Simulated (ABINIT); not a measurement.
# PbSe (Clausthalite) (Fm-3m) in ABINIT: further runs

One crystal, PbSe (Clausthalite), is run at these levels: PBE; tasks: relaxation of cell and atoms, single point.

Everything below comes from runs of ABINIT 10.8.3 (patched build). Logs are shortened: lines on timing, memory, paths and dates and some standing lists are left out, and cuts for length are marked. The log counts tension as positive stress, the text compression.

**1. The crystal as given**

The structure is cubic, space group Fm-3m (No. 225). Conventional cell: a = 6.121 Å, b = 6.121 Å, c = 6.121 Å, α = 90.00°, β = 90.00°, γ = 90.00°. Pb (site symmetry m-3m) is surrounded by 6 Se at 3.06 Å. Se (site symmetry m-3m) has 6 Pb at 3.06 Å as nearest neighbours.

**2. Relaxation of cell and atoms, PBE**

run.abi

```
pp_dirpath "./"
pseudos "Pb.upf, Se.upf"

acell 3*1.0 Angstrom
rprim
     0.0000000000     3.0606500000     3.0606500000
     3.0606500000     0.0000000000     3.0606500000
     3.0606500000     3.0606500000     0.0000000000
ntypat 2
znucl 82 34
natom 2
typat 1 2
chkprim 0
chksymtnons 0
tolsym 1.0e-6
xred
            0.0            0.0            0.0
            1/2            1/2            1/2

ecut 39.0
ecutsm 0.5

kptopt 1
ngkpt 6 6 6
nshiftk 1
shiftk 0.0 0.0 0.0

ixc 11

nband 19
occopt 3
tsmear 0.05 eV

nstep 80
tolvrs 1.0e-12

iomode 3
prteig 0
prtebands 0
prtwf 0
prtden 0

ionmov 22
optcell 2
ntime 50
tolmxf 2.0e-5
dilatmx 1.08
```

Potentials or basis: PseudoDojo NC SR PBE v0.4.1 standard.

Run with:

```bash
> abinit run.abi > log 2>&1
```

run.abo:

```text
.Version 10.8.3 of ABINIT
 Symmetries : space group Fm -3 m (#225); Bravais cF (face-center cubic)
================================================================================
 Values of the parameters that define the memory need of the present run
     intxc =       0    ionmov =      22      iscf =       7    lmnmax =       6
     lnmax =       6     mgfft =      50  mpssoang =       3    mqgrid =    3001
     natom =       2  nloc_mem =       1    nspden =       1   nspinor =       1
    nsppol =       1      nsym =      48    n1xccc =    2501    ntypat =       2
    occopt =       3   xclevel =       2
       mpw =        5709          nfft =      125000          nkpt =          16
================================================================================
================================================================================

--------------------------------------------------------------------------------
------------- Echo of variables that govern the present computation ------------
--------------------------------------------------------------------------------
 -outvars: echo values of preprocessed input variables --------
            acell      1.8897261259E+00  1.8897261259E+00  1.8897261259E+00 Bohr
              amu      2.07200000E+02  7.89600000E+01
          chkprim           0
      chksymtnons           0
          dilatmx      1.08000000E+00
             ecut      3.90000000E+01 Hartree
           ecutsm      5.00000000E-01 Hartree
           ionmov          22
              ixc          11
         kptrlatt        6    0    0      0    6    0      0    0    6
          kptrlen      4.90770878E+01
            natom           2
            nband          19
            ngfft          50      50      50
             nkpt          16
            nstep          80
             nsym          48
            ntime          50
           ntypat           2
           occopt           3
          optcell           2
           prtden           0
        prtebands           0
           prteig           0
            prtwf           0
            rprim      0.0000000000E+00  3.0606500000E+00  3.0606500000E+00
                       3.0606500000E+00  0.0000000000E+00  3.0606500000E+00
                       3.0606500000E+00  3.0606500000E+00  0.0000000000E+00
          spgroup         225
           tolmxf      2.00000000E-05
           tolsym      1.00000000E-06
           tolvrs      1.00000000E-12
           tsmear      1.83746611E-03 Hartree
            typat      1  2
           xangst      0.0000000000E+00  0.0000000000E+00  0.0000000000E+00
                       3.0606500000E+00  3.0606500000E+00  3.0606500000E+00
            xcart      0.0000000000E+00  0.0000000000E+00  0.0000000000E+00
                       5.7837902673E+00  5.7837902673E+00  5.7837902673E+00
             xred      0.0000000000E+00  0.0000000000E+00  0.0000000000E+00
                       5.0000000000E-01  5.0000000000E-01  5.0000000000E-01
[... 442 lines left out ...]

 At Broyd/MD step   4, gradients are converged :
  max grad (force/stress) = 1.7421E-05 < tolmxf= 2.0000E-05 ha/bohr (free atoms)

================================================================================

 ----iterations are completed or convergence reached----

 Mean square residual over all n,k,spin=   12.645E-14; max=  38.417E-12
 reduced coordinates (array xred) for    2 atoms
       0.000000000000      0.000000000000      0.000000000000
       0.500000000000      0.500000000000      0.500000000000
 rms dE/dt=  0.0000E+00; max dE/dt=  0.0000E+00; dE/dt below (all hartree)
    1       0.000000000000      0.000000000000      0.000000000000
    2       0.000000000000      0.000000000000      0.000000000000

 cartesian coordinates (angstrom) at end:
    1      0.00000000000000     0.00000000000000     0.00000000000000
    2      3.10755461522520     3.10755461522520     3.10755461522520

 cartesian forces (hartree/bohr) at end:
    1     -0.00000000000000    -0.00000000000000    -0.00000000000000
    2     -0.00000000000000    -0.00000000000000    -0.00000000000000
 frms,max,avg= 0.0000000E+00 0.0000000E+00   0.000E+00  0.000E+00  0.000E+00 h/b

 cartesian forces (eV/Angstrom) at end:
    1     -0.00000000000000    -0.00000000000000    -0.00000000000000
    2     -0.00000000000000    -0.00000000000000    -0.00000000000000
 frms,max,avg= 0.0000000E+00 0.0000000E+00   0.000E+00  0.000E+00  0.000E+00 e/A
 length scales=  8.304866111201  8.304866111201  8.304866111201 bohr
              =  4.394745882667  4.394745882667  4.394745882667 angstroms
 Fermi (or HOMO) energy (hartree) =   0.14525   Average Vxc (hartree)=  -0.35920
 Eigenvalues (hartree) for nkpt=  16  k points:
 kpt#   1, nband= 19, wtk=  0.00463, kpt=  0.0000  0.0000  0.0000 (reduced coord)
  -1.59229   -1.59229   -1.59223   -1.59223   -1.59223   -0.47706   -0.47706   -0.47706
  -0.47678   -0.47678   -0.34738   -0.09598    0.07719    0.07719    0.07719    0.30788
   0.30788    0.30788    0.38206
      occupation numbers for kpt#   1
   2.00000    2.00000    2.00000    2.00000    2.00000    2.00000    2.00000    2.00000
   2.00000    2.00000    2.00000    2.00000    2.00000    2.00000    2.00000    0.00000
   0.00000    0.00000    0.00000
 prteigrs : prtvol=0 or 1, do not print more k-points.

--- !EnergyTerms
iteration_state     : {dtset: 1, itime: 4, icycle: 1, }
comment             : Components of total free energy in Hartree
kinetic             :  1.12924288568187E+02
hartree             :  5.10233521550773E+01
xc                  : -4.41915691769120E+01
Ewald energy        : -1.09007652504211E+02
psp_core            :  5.48485647842778E+00
local_psp           : -1.40361714671573E+02
non_local_psp       : -6.75317294975262E+01
internal            : -1.91660168648530E+02
'-kT*entropy'       : -9.00551768193378E-06
total_energy        : -1.91660177654048E+02
total_energy_eV     : -5.21533912211762E+03
band_energy         : -2.12637458019584E+01
...

 Cartesian components of stress tensor (hartree/bohr^3)
  sigma(1 1)= -1.74205739E-07  sigma(3 2)=  0.00000000E+00
  sigma(2 2)= -1.74205739E-07  sigma(3 1)=  0.00000000E+00
  sigma(3 3)= -1.74205739E-07  sigma(2 1)=  0.00000000E+00

-Cartesian components of stress tensor (GPa)         [Pressure=  5.1253E-03 GPa]
- sigma(1 1)= -5.12530979E-03  sigma(3 2)=  0.00000000E+00
- sigma(2 2)= -5.12530979E-03  sigma(3 1)=  0.00000000E+00
- sigma(3 3)= -5.12530979E-03  sigma(2 1)=  0.00000000E+00

== END DATASET(S) ==============================================================
================================================================================

 -outvars: echo values of variables after computation  --------
            acell      8.3048661112E+00  8.3048661112E+00  8.3048661112E+00 Bohr
           etotal     -1.9166017765E+02
            fcart     -0.0000000000E+00 -0.0000000000E+00 -0.0000000000E+00
                      -0.0000000000E+00 -0.0000000000E+00 -0.0000000000E+00
            rprim      0.0000000000E+00  7.0710678119E-01  7.0710678119E-01
                       7.0710678119E-01  0.0000000000E+00  7.0710678119E-01
                       7.0710678119E-01  7.0710678119E-01  0.0000000000E+00
           strten     -1.7420573898E-07 -1.7420573898E-07 -1.7420573897E-07
                       0.0000000000E+00  0.0000000000E+00  0.0000000000E+00
           xangst      0.0000000000E+00  0.0000000000E+00  0.0000000000E+00
                       3.1075546152E+00  3.1075546152E+00  3.1075546152E+00
             xred      0.0000000000E+00  0.0000000000E+00  0.0000000000E+00
                       5.0000000000E-01  5.0000000000E-01  5.0000000000E-01
 Calculation completed.
```

It took 2.5 min on 1 thread of Intel Xeon 6975P-C (Granite Rapids), shared host; peak memory 0.11 GiB.

What came out:

- Free energy: -5215.3391 eV
- Relaxed volume: 30.01 Å³/atom
- Relaxed cell: a = 4.395 Å, b = 4.395 Å, c = 4.395 Å, α = 60.00°, β = 60.00°, γ = 60.00°
- Space group after relaxing (to 0.05 Å): Fm-3m (No. 225)
- Energy gained by relaxing: 9.6 meV/atom
- Ionic steps: 4
- Pressure after relaxing: 0.0 GPa
- Band gap on the k mesh: 0.44 eV, direct

The path:
| step | energy change (eV) | largest force (eV/Å) | pressure (GPa) | volume (Å³) |
| --- | --- | --- | --- | --- |
| 1 | 0.0000 | 0.0000 | 2.37 | 57.34 |
| 2 | -0.0056 | 0.0000 | 1.97 | 57.76 |
| 3 | -0.0192 | 0.0000 | 0.07 | 59.94 |
| 4 | -0.0192 | 0.0000 | 0.01 | 60.02 |

Final structure:
```cif
data_structure
_symmetry_space_group_name_H-M 'P 1'
_symmetry_Int_Tables_number 1
_cell_length_a 4.3947
_cell_length_b 4.3947
_cell_length_c 4.3947
_cell_angle_alpha 60.000
_cell_angle_beta 60.000
_cell_angle_gamma 60.000
_cell_volume 60.02
loop_
_atom_site_label
_atom_site_type_symbol
_atom_site_fract_x
_atom_site_fract_y
_atom_site_fract_z
_atom_site_occupancy
Pb1 Pb 0.00000 0.00000 0.00000 1
Se1 Se 0.50000 0.50000 0.50000 1
```

Caveat: spin-orbit coupling is left out, which as a rule narrows the gap of such compounds by several tenths of an eV.

**3. Single point, PBE (cell relaxed)**

run.abi

```
# Pseudopotentials
pp_dirpath "./"
pseudos "Pb.upf, Se.upf"

# Structure
acell 4.3947458894 4.3947458894 4.3947458894 Angstrom
rprim
     0.0000000000     0.7071067812     0.7071067812
     0.7071067812     0.0000000000     0.7071067812
     0.7071067812     0.7071067812     0.0000000000
ntypat 2
znucl 82 34
natom 2
typat 1 2
xcart
     0.0000000000     0.0000000000     0.0000000000
     3.1075546200     3.1075546200     3.1075546200 Angstrom
chkprim 0
chksymtnons 0
tolsym 1.0e-6

# Plane-wave basis
ecut 1061.244064 eV

# k points
kptopt 1
ngkpt 6 6 6
nshiftk 1
shiftk 0.0 0.0 0.0

# Exchange and correlation
ixc 11

# Bands and occupations
nband 19
occopt 3
tsmear 0.05 eV

# SCF cycle
nstep 100
tolvrs 1.0e-10

# Output
iomode 3
prtwf 0
prtden 0
prteig 0
prtebands 0
```

Potentials or basis: PseudoDojo NC SR PBE v0.4.1 standard.

Run with:

```bash
> abinit run.abi > log 2>&1
```

Run time: 31 s. Hardware: 1 thread of Intel Xeon 6975P-C (Granite Rapids), shared host; peak memory 0.1 GiB.

The run converged. Its results:

```yaml
Free_energy: -5215.3400 eV
Pressure: -0.2 GPa
Band_gap_on_the_k_mesh: 0.44 eV, direct
Valence_electrons_inside_the_program's_atomic_spheres: Pb 10.06; Se 13.22
```

Levels at points of the mesh, in eV from the valence-band top:
| k point | band 11 | band 12 | band 13 | band 14 | band 15 | band 16 | band 17 | band 18 | band 19 |
| --- | --- | --- | --- | --- | --- | --- | --- | --- | --- |
| (0.00, 0.00, 0.00) | -13.19 | -6.34 | -1.63 | -1.63 | -1.63 | 4.64 | 4.64 | 4.64 | 6.66 |
| (0.50, 0.00, 0.00) | -12.23 | -8.52 | -1.26 | -1.26 | 0.00 | 0.44 | 1.83 | 1.83 | 8.53 |
| (0.50, 0.50, 0.00) | -11.92 | -7.28 | -4.57 | -2.91 | -2.91 | 3.93 | 5.47 | 5.47 | 5.89 |

Caveat: spin-orbit coupling is left out, which as a rule narrows the gap of such compounds by several tenths of an eV. A k mesh can miss the band edges.

**4. Comparison with measurements**

Step 2. The cell as given is a measured one (28.67 Å³/atom); PBE puts the equilibrium volume +4.7 % from it, thermal expansion not counted.
